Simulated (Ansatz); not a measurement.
Antifluorite Mg2Ge, relaxed with r2SCAN. The symmetry is Fm-3m (No. 225, cubic); a = 6.366 Å in the conventional setting, 21.50 Å³ an atom. Ge is surrounded by 8 Mg at 2.76 Å; Mg is surrounded by 4 Ge at 2.76 Å.

```
Ge Mg
1.0
     0.00000    3.18310    3.18310
     3.18310    0.00000    3.18310
     3.18310    3.18310    0.00000
Ge Mg
1 2
Cartesian
  0.0000 0.0000 0.0000
  1.5916 1.5916 1.5916
  4.7747 4.7747 4.7747
```

The questions ask for values computed with the plane-wave code Ansatz on this geometry. Calculated for a static, non-magnetic cell.

(1) Is there a gap with PBE, and of what kind?

(2) What does PBE+SOC give for the gap (8×8×8 mesh)?

(3) How does the gap change from PBE to HSE06 (6×6×6)?

(4) Roughly how does the cost of the PBE+SOC run (8×8×8) compare with r2SCAN's (8×8×8)?

(5) How do the levels compare, in gap and in cost?

## Answers

(1) With PBE the valence top lies at Γ and the conduction bottom at X, 0.14 eV higher; the smallest vertical gap, at Γ, is 1.09 eV.

(2) The PBE+SOC gap is indirect, 0.08 eV (Γ to X), below the direct gap of 1.03 eV at Γ. (With 0.02 eV of smearing so small a gap leaves both edges partly filled, and it could close between the points sampled.) The gap differs by -0.06 eV from PBE's.

(3) With HSE06 the valence top lies at Γ and the conduction bottom at X, 0.51 eV higher; the smallest vertical gap, at Γ, is 1.75 eV. The gap differs by +0.37 eV from PBE's.

(4) About 2 times as much (16 core-seconds against 8 core-seconds, on 2 threads of AMD EPYC 7R13 Processor (Zen 3), with other jobs on the host).

(5) r2SCAN covers 80 % of the step from PBE to HSE06, while HSE06 needs about 18 times r2SCAN's cost (on a coarser mesh). For gaps to 0.1 eV, spin-orbit coupling (up to 0.06 eV here) is at the margin. Among these functionals the gap stays indirect.

Only the levels marked +SOC include spin-orbit coupling.
